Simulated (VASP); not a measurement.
Input of a VASP 6.6.1 run:

INCAR

```
SYSTEM = Ti
  PREC = Accurate
  ENCUT = 600
  EDIFF = 1E-6
  ISMEAR = 0
  SIGMA = 0.1
  LREAL = .False.
  LASPH = .True.
  NELM = 100
  ALGO = Normal
  ISIF = 3
  LWAVE = .False.
  LCHARG = .False.
  GGA = PS
  IBRION = 2
  NSW = 90
  EDIFFG = -0.04
```

Contents of KPOINTS:

```
regular mesh
0
Gamma
  6 6 4
  0 0 0
```

File POSCAR:

```
Ti
1.0
    3.7564926717      0.0000000000      0.0000000000
   -1.8782463359      3.2532180829      0.0000000000
    0.0000000000      0.0000000000      4.2618666842
Ti
3
Direct
    0.2254000000      0.0000000000      0.3333333333
    0.0000000000      0.2254000000      0.6666666667
    0.7746000000      0.7746000000      0.0000000000
```

Potentials or basis: VASP PAW PBE potentials, release 64 (Ti_sv).

Command:

```console
$ cat potpaw_PBE.64/Ti_sv/POTCAR > POTCAR
$ mpirun -np 1 vasp_std > vasp.out
```

(1) Predict the band gap on the k mesh.

(2) Predict the relaxed volume.

Results:

(1) none (metal or under the smearing width).

(2) 15.89 Å³/atom.

Caveat: the k mesh is coarse (spacing up to 0.37 Å⁻¹), so the values aren't converged; the PAW data sets were made with another functional, which shifts forces and pressure a little.
